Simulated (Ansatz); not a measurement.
# BaTiO3 (P1) in Ansatz: settings compared

Aim: see how the results for BaTiO3 move with the level of theory and the settings. Levels: PBE, r2SCAN. Tasks: relaxation of cell and atoms, single point.

All numbers are computed with Ansatz 0.2.0; they aren't measurements. Logs are shortened: lines on timing, memory, paths and dates and some standing lists are left out, and cuts for length are marked.

## 1. Starting point

The typed cell holds 10 atoms: a = 4.007 Å, b = 4.007 Å, c = 8.015 Å, α = 90.00°, β = 90.00°, γ = 90.00°.

## 2. Relaxation of cell and atoms, PBE

input.yaml

```yaml
crystal:
  lattice:
    - [4.0073, 0.0, 0.0]
    - [0.0, 4.0073, 0.0]
    - [0.0, 0.0, 8.0146]
  atoms:
    - { symbol: Ba, position: [0.57741183, 0.59500232, 0.23992172] }
    - { symbol: Ba, position: [0.51332394, 0.4560751, 0.76364779] }
    - { symbol: Ti, position: [0.03541446, 0.99821346, 0.01323765] }
    - { symbol: Ti, position: [0.94998822, 0.97116865, 0.51852723] }
    - { symbol: O, position: [0.56907321, 0.92562621, 0.97977337] }
    - { symbol: O, position: [0.42932898, 0.96655177, 0.50052582] }
    - { symbol: O, position: [0.96890201, 0.59557335, 0.98414811] }
    - { symbol: O, position: [0.95413175, 0.46285961, 0.52367077] }
    - { symbol: O, position: [0.96184641, 0.01024514, 0.22399392] }
    - { symbol: O, position: [0.04057919, 0.0186844, 0.75255361] }
hamiltonian:
  xc: pbe
  pseudopotentials: { kind: paw }
kpoints:
  mp_grid: { grid: [7, 7, 4] }
scf:
  occupations: { method: fermi_dirac, width: 0.05 }
output:
  forces: true
  stress: true
  eigenvalues: true
relax:
  f_tol: 0.01
  max_steps: 40
  cell: { stress_tol: 0.05 }
```

Potentials or basis: Ansatz PAW.

Launch:

```
> ansatz run input.yaml --threads 4 --pin off --max-ram 11264MiB --backend cpu --events-out ev --progress --plain --runs-dir out
```

What it wrote:

```text
Warning: RAYON_NUM_THREADS=4 ignored (pool sized by the plan → 4); use --threads N
Engine: ansatz 0.2.0, aarch64-unknown-linux-gnu
Pseudopotentials: kind: paw
Pseudopotential: Ba, paw, valence charge 10, recommended cutoff 420 eV (normal), Ba.paw.azcp
Pseudopotential: Ti, paw, valence charge 12, recommended cutoff 420 eV (normal), Ti.paw.azcp
Pseudopotential: O, paw, valence charge 6, recommended cutoff 420 eV (normal), O.paw.azcp
Functional definition: PBE
  parameter kappa = 0.804
  parameter beta = 0.06672455060314922
  exchange = pbe_x(kappa = kappa, mu = beta*pi^2/3)
  correlation = pbe_c(beta = beta)
Crystal: 10 atoms, lattice volume = 128.702 Å³
Basis set: ecut = 420 eV, 2475 PW (Γ), exchange–correlation on 54×54×108 points (8 copies of the dense FFT grid, shifted against one another)
Bands: 50, of which v1, the nominal top of the filled ones, is band 40 counted from 1 (39 counted from 0)
Symmetry: 1 space group operations
Space group: P1 (ITA 1), of the structure as read, at distance tolerance 5.0e-5 Å
k-points: 99 of 196 (time reversal used)
Non-local potential: Ba, projectors of the file, l = 0: 3, l = 1: 2, l = 2: 2, l = 3: 2
Non-local potential: Ti, projectors of the file, l = 0: 3, l = 1: 2, l = 2: 3, l = 3: 1
Non-local potential: O, projectors of the file, l = 0: 2, l = 1: 2, l = 2: 1
PAW form: soft (Blöchl's): semilocal exchange-correlation on the pseudo side does not see the compensation charge
PAW one-centre angular grid: Ba, 194 points (default); XC on 64 Gauss nodes
PAW one-centre angular grid: Ti, 590 points (default); XC on 64 Gauss nodes
PAW one-centre angular grid: O, 110 points (default); XC on 64 Gauss nodes
Initial density: superposition of atomic densities (neutral atoms: chi_scale 0, normalization atom), corrected by the library's trained network
Initial wavefunctions: pseudopotential atomic-orbital guess
Functional: x = pbe(κ = 0.804, μ = 0.2195149727645171), c = pbe(β = 0.06672455060314922)
SCF iter   1: F=—  HF=-20314.632825 eV  |F-HF|=—  |Δ(HF+E_count)|=         —  Δρ=4.89e-3  dr2=2.85e-2  ethr=1.77e-3  ⟨swp⟩=7.3  Hψ=21873  notcnv=0  defer=9
[... 192 lines left out ...]
  E_vxc        = -1090.525976  (∫ρ·V_xc dr)
  E_paw        = -13489.439186  (= ΣΔE_a)
  E_vpaw       = -618.697636  (= ΣTr[D̂ρ^β])
  E_aug_tail   = 0.014695  (compensation charges beyond the density's cutoff)
  E_ewald      = -5530.219001
  E_smearing   = -0.000000  (= −TS)
  E_closure    = 0.000000  (closes the sum)
  Σ components = -20319.250209   (vs F -20319.250209, Δ=0.00e0)
--- Forces (eV/Å), atoms counted from 1 ---
  atom   1  Ba     0.00001721     0.00001444     0.00034739
  atom   2  Ba    -0.00003539    -0.00004733     0.00057074
  atom   3  Ti     0.00012942     0.00018245     0.00049845
  atom   4  Ti    -0.00024054    -0.00028417    -0.00005734
  atom   5  O      0.00015168    -0.00000823    -0.00041116
  atom   6  O     -0.00009344     0.00004828    -0.00015523
  atom   7  O     -0.00001588     0.00004434    -0.00046435
  atom   8  O      0.00005792     0.00002356    -0.00021216
  atom   9  O      0.00008779     0.00007386    -0.00010164
  atom  10  O     -0.00005875    -0.00004719    -0.00001521
  max |Σ_I F_I| component: 5.11e-7 eV/Å
--- Stress (GPa, compression-positive) ---
       -0.004801      -0.001009      -0.000023
       -0.001009      -0.007137       0.000087
       -0.000023       0.000087       0.014675
  P = ⅓ Tr σ = 0.0009 GPa (0.009 kbar)
--- Band table (eV; the first three rows and the last of 99) ---
  k-point 0: bands = ["-46.5725", "-46.5720", "-22.9202", "-22.8862", "-22.8128", "-22.8116", "-22.8116", "-22.8103", "-15.0924", "-15.0096", "-7.1716", "-7.0168", "-6.3967", "-6.3148", "-6.2913", "-6.2371", "-0.2980", "-0.2485", "-0.2474", "-0.1316", "-0.1258", "0.1094", "5.9598", "7.1229", "7.1301", "7.4480", "7.5127", "7.5142", "7.7766", "7.8206", "7.8527", "7.8607", "8.3257", "8.3964", "8.5895", "8.8635", "9.0368", "9.1393", "9.1600", "9.2231", "12.1199", "12.1388", "12.3532", "12.4067", "13.4806", "13.4964", "14.1193", "14.1409", "14.1682", "14.6527"]
  k-point 1: bands = ["-46.5725", "-46.5721", "-22.9152", "-22.8912", "-22.8127", "-22.8117", "-22.8114", "-22.8105", "-15.0805", "-15.0220", "-7.1355", "-7.0209", "-6.3961", "-6.3114", "-6.2948", "-6.2781", "-0.2407", "-0.2321", "-0.2309", "-0.1491", "-0.1411", "0.0513", "6.1614", "7.1719", "7.1982", "7.2332", "7.4682", "7.4714", "7.8145", "7.8607", "7.9037", "7.9929", "8.2379", "8.3189", "8.4986", "8.8849", "8.9353", "9.0589", "9.0999", "9.1965", "12.1353", "12.1778", "12.5293", "12.5342", "13.3221", "13.3322", "14.1262", "14.1396", "14.4759", "14.8988"]
  k-point 2: bands = ["-46.5723", "-46.5723", "-22.9032", "-22.9032", "-22.8122", "-22.8122", "-22.8110", "-22.8110", "-15.0515", "-15.0514", "-7.0621", "-7.0621", "-6.3575", "-6.3574", "-6.3031", "-6.3031", "-0.1940", "-0.1939", "-0.1907", "-0.1906", "-0.0873", "-0.0872", "6.6680", "6.6681", "7.3466", "7.3467", "7.3489", "7.3489", "7.9071", "7.9072", "7.9835", "7.9836", "8.3198", "8.3199", "8.4437", "8.4438", "9.0019", "9.0021", "9.1253", "9.1254", "12.1688", "12.1689", "12.9249", "12.9250", "12.9371", "12.9372", "14.1350", "14.1352", "15.1044", "15.1044"]
  k-point 98: bands = ["-46.5715", "-46.5712", "-22.9119", "-22.8887", "-22.8567", "-22.8551", "-22.8197", "-22.8187", "-14.9736", "-14.9374", "-7.0338", "-6.6925", "-6.3697", "-6.3248", "-6.2282", "-6.1581", "-0.4097", "-0.3748", "-0.2600", "-0.1534", "-0.0816", "-0.0055", "5.8169", "5.9602", "6.2378", "6.3955", "6.8051", "7.0442", "7.0752", "7.1799", "7.3281", "7.4177", "7.7988", "7.9935", "8.5824", "8.7224", "8.7668", "8.8341", "8.9764", "9.3947", "12.6475", "13.3173", "13.4124", "13.4511", "13.5541", "13.7166", "14.6429", "15.2849", "15.8827", "16.7558"]
--- Relaxed structure (11 steps of the walk, 10 accepted, 3 SCFs on fresh bases) ---
  F+E_penalty+E_count = -20319.25020922 eV   max|allowed force component| = 5.708e-4 eV/Å   (the final SCF, on the basis selected at the relaxed cell)
  cell:  # Å, volume = 133.7606 Å³
    - [4.0178167075509394, 0.004803881640715411, 2.987675061756509e-6]
    - [0.004803881640715411, 4.0197644898573275, 5.548996599938323e-7]
    - [5.975350123513018e-6, 1.1097993199876647e-6, 8.282056451219912]
  atoms:
    - { symbol: Ba, position: [0.49636935506052643, 0.49629065489956714, 0.25733179054303035] }
    - { symbol: Ba, position: [0.5036336311388151, 0.5037126252350306, 0.7573309630237615] }
    - { symbol: Ti, position: [-0.01576934670398284, 0.9839350680502561, 0.015826635979228308] }
    - { symbol: Ti, position: [1.0157747443572729, 1.0160696325038012, 0.5158282309566968] }
    - { symbol: O, position: [0.5134028602579318, 1.008603719340403, 0.9949378514648269] }
    - { symbol: O, position: [0.4865934796084515, 0.9913933712012446, 0.49493542880793245] }
    - { symbol: O, position: [1.0083853610233535, 0.5137279413206812, 0.9949904552342533] }
    - { symbol: O, position: [0.9916115769977233, 0.4862684367721588, 0.4949881867843694] }
    - { symbol: O, position: [0.9994218290047334, -0.0005830618734831227, 0.23691485341429225] }
    - { symbol: O, position: [0.0005765092551753769, 0.0005816225503393448, 0.7369155937916101] }
```

Run time: 8.7 min. Hardware: 4 threads of Arm Neoverse N1, shared host; peak memory 0.89 GiB.

What came out:

- Free energy: -20319.2502 eV
- Relaxed volume: 13.38 Å³/atom
- Relaxed cell: a = 4.018 Å, b = 4.020 Å, c = 8.282 Å, α = 90.00°, β = 90.00°, γ = 89.86°
- Space group after relaxing (to 0.05 Å): Cmc2_1 (No. 36)
- Energy gained by relaxing: 462.2 meV/atom
- Ionic steps: 13
- Pressure after relaxing: 0.0 GPa
- Band gap on the k mesh: 2.42 eV, indirect (least direct gap 2.90 eV)

The path:
```
step  energy change (eV)  largest force (eV/Å)  volume (Å³)
   1              0.0000                7.8748       128.70
   2             -3.2975                3.6362       134.55
   3             -4.3743                1.1109       132.36
   4             -4.5904                0.1449       134.12
   5             -4.6011                0.0145       132.81
   6             -4.6002                0.0062       133.26
   7             -4.6009                0.0049       133.26
   8             -4.6209                0.0053       133.26
   9             -4.6206                0.0061       133.63
  10             -4.6205                0.0032       133.68
  11             -4.6220                0.0032       133.68
  12             -4.6218                0.0006       133.76
  13             -4.6221                0.0006       133.76
```

Final structure:
```yaml
crystal:
  lattice:
    - [4.01782, 0.00480, 0.00000]
    - [0.00480, 4.01976, 0.00000]
    - [0.00001, 0.00000, 8.28206]
  atoms:
    - { symbol: Ba, position: [0.49637, 0.49629, 0.25733] }
    - { symbol: Ba, position: [0.50363, 0.50371, 0.75733] }
    - { symbol: Ti, position: [0.98423, 0.98394, 0.01583] }
    - { symbol: Ti, position: [0.01577, 0.01607, 0.51583] }
    - { symbol: O, position: [0.51340, 0.00860, 0.99494] }
    - { symbol: O, position: [0.48659, 0.99139, 0.49494] }
    - { symbol: O, position: [0.00839, 0.51373, 0.99499] }
    - { symbol: O, position: [0.99161, 0.48627, 0.49499] }
    - { symbol: O, position: [0.99942, 0.99942, 0.23691] }
    - { symbol: O, position: [0.00058, 0.00058, 0.73692] }
```

Levels at points of the mesh, in eV from the valence-band top:
```csv
k point,band 37,band 38,band 39,band 40,band 41,band 42,band 43,band 44
"(0.00, 0.00, 0.00)",-0.66,-0.56,-0.54,-0.47,2.42,2.44,2.66,2.71
"(0.00, 0.00, -0.50)",-0.70,-0.70,-0.57,-0.57,2.47,2.47,3.23,3.23
```

Caveat: odd divisions of the mesh miss points on the zone boundary, where band edges often lie, so the gap on the mesh can be too wide; the plane-wave basis is chosen anew once the cell has moved, so the energies of steps on either side of that aren't comparable; the pressure holds a Pulay correction of +0.5 GPa for the finite cutoff; spin-orbit coupling is left out, which moves the levels of the heavy elements.

## 3. Single point, PBE

input.yaml: that of step 2 with these lines changed.

```diff
@@ -23,2 +23,4 @@
   occupations: { method: fermi_dirac, width: 0.05 }
+basis:
+  ecutwfc: "250 eV"
 output:
@@ -27,5 +29,5 @@
   eigenvalues: true
-relax:
-  f_tol: 0.01
-  max_steps: 40
-  cell: { stress_tol: 0.05 }
+  write_density: true
+  write_potential: true
+  elf: true
+  volumetric_format: npy
```

Potentials or basis: Ansatz PAW.

Launch:

```
> ansatz run input.yaml --threads 4 --pin off --max-ram 11264MiB --backend cpu --events-out ev --progress --plain --runs-dir out
```

What it wrote:

```text
Warning: basis.ecutwfc = 250 eV is below the records' recommended 420 eV, and the density's cutoff is lower with it unless basis.ecutrho_ratio is high enough to keep the records' density cutoff: compare with a run at a higher cutoff
Warning: RAYON_NUM_THREADS=4 ignored (pool sized by the plan → 4); use --threads N
[... 6 set-up lines as earlier in the session ...]
[... 61 lines left out ...]
  atom   8  O     -0.33892625     0.89637616    -1.37598141
  atom   9  O      1.63142266     1.85449276     4.77668939
  atom  10  O     -1.27957022    -0.46043630    -1.93175960
  max |Σ_I F_I| component: 2.77e-4 eV/Å
--- Stress (GPa, compression-positive) ---
       11.470611       1.426717      -3.995543
        1.426717      19.278454      -1.364022
       -3.995542      -1.364021      20.178131
  P = ⅓ Tr σ = 16.9757 GPa (169.757 kbar)
--- Band table (eV; the first three rows and the last of 99) ---
  k-point 0: bands = ["-46.7096", "-45.8490", "-22.8924", "-22.7894", "-22.7782", "-22.4400", "-22.2750", "-21.9605", "-14.6420", "-13.9256", "-7.3813", "-7.1118", "-6.6777", "-6.1471", "-5.9085", "-5.8225", "0.0796", "0.1999", "0.3811", "0.7858", "0.9072", "1.1799", "6.1099", "6.5535", "6.8905", "7.4093", "7.6935", "7.9108", "7.9709", "8.1267", "8.2914", "8.6243", "8.8494", "9.0117", "9.3897", "9.4205", "9.7296", "9.8521", "10.1228", "10.7189", "12.2526", "12.5255", "12.5675", "13.4757", "14.1912", "14.2582", "14.4503", "14.6723", "15.4417", "15.6687"]
  k-point 1: bands = ["-46.7085", "-45.8480", "-22.8771", "-22.7812", "-22.7701", "-22.4302", "-22.2622", "-21.9512", "-14.6373", "-13.9279", "-7.3508", "-7.0671", "-6.7324", "-6.1433", "-5.9126", "-5.8402", "0.0679", "0.2604", "0.3835", "0.7861", "0.9073", "1.1426", "6.2989", "6.5806", "6.9136", "7.3978", "7.6779", "7.9142", "7.9691", "8.1331", "8.3793", "8.6088", "8.7524", "9.0983", "9.3872", "9.5198", "9.7406", "9.8441", "10.0341", "10.7460", "12.2681", "12.6496", "12.7120", "13.4852", "14.1402", "14.2841", "14.3718", "14.9027", "15.4720", "15.7753"]
  k-point 2: bands = ["-46.7090", "-45.8485", "-22.8677", "-22.7948", "-22.7836", "-22.4399", "-22.2563", "-21.9635", "-14.6356", "-13.9334", "-7.3227", "-7.0007", "-6.8164", "-6.1422", "-5.9225", "-5.8622", "0.0598", "0.3154", "0.3855", "0.7840", "0.9043", "1.1005", "6.4978", "6.6287", "6.8987", "7.2628", "7.5887", "7.8473", "7.9920", "8.0744", "8.3969", "8.6104", "8.6460", "9.2381", "9.3120", "9.5061", "9.6926", "9.7387", "9.9578", "10.7299", "12.2468", "12.7340", "12.8631", "13.4398", "14.0145", "14.2157", "14.2587", "15.1331", "15.4391", "15.9030"]
  k-point 98: bands = ["-46.7080", "-45.8475", "-22.8796", "-22.8449", "-22.7781", "-22.4390", "-22.2631", "-22.0126", "-14.5224", "-13.8023", "-7.4230", "-6.9626", "-6.5405", "-6.0667", "-5.8836", "-5.7680", "-0.1168", "0.1182", "0.3428", "0.8043", "0.9386", "1.0124", "6.1145", "6.3797", "6.4759", "6.7010", "6.9734", "7.1782", "7.4897", "7.7022", "7.8959", "8.0399", "8.2781", "8.4903", "8.9904", "9.3609", "9.5587", "9.7092", "10.2609", "10.3872", "12.9113", "13.7046", "13.8733", "13.9603", "14.3810", "14.6384", "15.0828", "16.0038", "16.6412", "17.2596"]
```

It took 21 s on 4 threads of Arm Neoverse N1, shared host; peak memory 0.53 GiB.

Results:

* Free energy: -20301.6887 eV
* Pressure: 17.0 GPa
* Largest force: 8.137 eV/Å
* Band gap on the k mesh: 1.50 eV, indirect (least direct gap 1.52 eV)

Forces on the atoms (eV/Å):
```
Ba  -2.813 -3.285  0.920
Ba  -0.794  0.673 -0.824
Ti   1.115  2.976 -4.769
Ti   2.421  1.090  3.062
O   -4.012  3.923  0.278
O    1.299 -0.028 -0.562
O    2.771 -7.639  0.425
O   -0.339  0.896 -1.376
O    1.631  1.854  4.777
O   -1.280 -0.460 -1.932
```

Caveat: odd divisions of the mesh miss points on the zone boundary, where band edges often lie, so the gap on the mesh can be too wide; so large a pressure means that the cell lies far from this level's equilibrium, or that cutoff or potentials fall short; the pressure holds a Pulay correction of +74.6 GPa for the finite cutoff; spin-orbit coupling is left out, which moves the levels of the heavy elements; forces of over 1 eV/Å show positions far from the minimum, so gaps and moduli don't describe the material at rest; the cutoff lies under the one recommended for these potentials.

## 4. Single point, PBE

input.yaml: that of step 3 with these lines changed.

```diff
@@ -20,7 +20,5 @@
 kpoints:
-  mp_grid: { grid: [7, 7, 4] }
+  mp_grid: { grid: [12, 12, 6] }
 scf:
   occupations: { method: fermi_dirac, width: 0.05 }
-basis:
-  ecutwfc: "250 eV"
 output:
@@ -29,5 +27 @@
   eigenvalues: true
-  write_density: true
-  write_potential: true
-  elf: true
-  volumetric_format: npy
```

Launch:

```
> ansatz run input.yaml --threads 4 --pin off --max-ram 11264MiB --backend cpu --events-out ev --progress --plain --runs-dir out
```

It took 2.2 min on 4 threads of Arm Neoverse N1, shared host; peak memory 1.9 GiB.

It converged, with:

| Item | Value |
| --- | --- |
| Free energy | -20314.6282 eV |
| Pressure | 18.3 GPa |
| Largest force | 7.875 eV/Å |
| Band gap on the k mesh | 1.49 eV, indirect (least direct gap 1.50 eV) |

Forces in eV/Å, atoms in the order of the input:
```
Ba  -2.779 -3.316  0.872
Ba  -0.689  0.567 -0.709
Ti   1.318  2.618 -4.340
Ti   2.058  0.926  2.398
O   -4.416  3.974  0.316
O    1.548 -0.027 -0.600
O    2.953 -7.279  0.562
O   -0.375  0.995 -1.384
O    1.616  1.850  4.508
O   -1.236 -0.309 -1.623
```

Stress tensor (GPa, compression positive):
```
14.52  1.30 -3.46
 1.30 20.10 -1.00
-3.46 -1.00 20.26
```

Levels at points of the mesh, in eV from the valence-band top:
```
              k point  band 37  band 38  band 39  band 40  band 41  band 42  band 43  band 44
   (0.00, 0.00, 0.00)    -1.05    -0.92    -0.64    -0.01     1.49     1.76     1.83     2.67
  (0.00, 0.00, -0.50)    -1.13    -1.04    -0.81    -0.02     1.50     1.94     2.07     2.65
  (0.00, -0.50, 0.00)    -1.21    -1.01    -0.57    -0.42     1.98     3.05     3.09     3.33
 (0.00, -0.50, -0.50)    -1.36    -1.10    -0.66    -0.37     2.18     3.02     3.08     3.21
  (-0.50, 0.00, 0.00)    -1.37    -1.22    -0.43    -0.41     1.92     3.00     3.09     3.16
 (-0.50, 0.00, -0.50)    -1.40    -1.04    -0.50    -0.43     2.00     3.00     3.07     3.14
 (-0.50, -0.50, 0.00)    -0.55    -0.39    -0.30     0.00     2.97     3.12     3.48     3.68
(-0.50, -0.50, -0.50)    -0.72    -0.56    -0.30    -0.01     3.04     3.19     3.53     3.60
```

Caveat: so large a pressure means that the cell lies far from this level's equilibrium, or that cutoff or potentials fall short; the pressure holds a Pulay correction of +0.5 GPa for the finite cutoff; spin-orbit coupling is left out, which moves the levels of the heavy elements; forces of over 1 eV/Å show positions far from the minimum, so gaps and moduli don't describe the material at rest. As with any semilocal functional, this PBE gap is likely too small.

[end of part 1 of 2]
